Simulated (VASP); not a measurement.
AgCl:

```
CELL_PARAMETERS angstrom
0.00000 2.99325 2.99325
2.99325 0.00000 2.99325
2.99325 2.99325 0.00000
ATOMIC_POSITIONS crystal
Ag 0.00000 0.00000 0.00000
Cl 0.25000 0.25000 0.25000
```

The cell was built by a generator and needn't be a form met in nature.

Program: VASP 6.6.1. Alike in all runs: task single point; no spin polarisation; cell as given; cutoff (eV) 520; smearing gaussian 0.01 eV.

Q: Order these runs on this cell by their band gap on the k mesh, lowest first.
A. level PBE0; potentials or basis VASP PAW PBE potentials, release 64 (Ag, Cl); k mesh 4 × 4 × 4; exchange at q = 0 truncated; grid for exact exchange (PRECFOCK) Normal; mesh quality coarse
B. level LDA; potentials or basis VASP PAW LDA potentials, release 64 (Ag, Cl); k mesh 6 × 6 × 6; mesh quality not flagged
C. level HSE06; potentials or basis VASP PAW PBE potentials, release 64 (Ag, Cl); k mesh 4 × 4 × 4; exchange at q = 0 truncated; grid for exact exchange (PRECFOCK) Normal; screening parameter 0.2079 1/A; mesh quality coarse

A: B (0.97 eV), C (2.70 eV), A (3.43 eV).

Caveats: some runs use coarse meshes.

Runs at the PBE level aren't shown here.
